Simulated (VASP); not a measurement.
A run of VASP 6.6.1:

INCAR

```
SYSTEM = Li2O
PREC = Accurate ; ENCUT = 700
EDIFF = 1E-6 ; ISMEAR = 0
SIGMA = 0.02 ; LREAL = .False.
LASPH = .True. ; NELM = 100
ALGO = Fast ; ISIF = 2
LWAVE = .False. ; LCHARG = .True.
GGA = PE ; LVHAR = .True.
```

KPOINTS

```
regular mesh
0
Gamma
  10 10 10
  0 0 0
```

POSCAR

```
Li2O                                    
1.0
   -0.0000000000      2.3086150432      2.3086150432
    2.3086150432     -0.0000000000      2.3086150432
    2.3086150432      2.3086150432     -0.0000000000
  O               Li            
     1     2
Direct
     0.0000000000000000    0.0000000000000000    0.0000000000000000
     0.2500000000000000    0.2500000000000000    0.2500000000000000
     0.7500000000000000    0.7500000000000000    0.7500000000000000
```

Potentials or basis: VASP PAW PBE potentials, release 64 (O, Li_sv).

Run with:

```bash
$ cat potpaw_PBE.64/O/POTCAR potpaw_PBE.64/Li_sv/POTCAR > POTCAR
$ mpirun -np 1 vasp_std > vasp.out
```

Hardware: 1 thread of Intel(R) Xeon(R) Platinum 8259CL CPU @ 2.50GHz (Skylake/Cascade Lake) (shared host).

**Question.** Estimate the wall time of this run.

**Answer.** Wall time 24 s on 1 thread of Intel(R) Xeon(R) Platinum 8259CL CPU @ 2.50GHz (Skylake/Cascade Lake), with other jobs on the host, peak memory 0.15 GiB. Counts: scf iterations 19, k points 47.
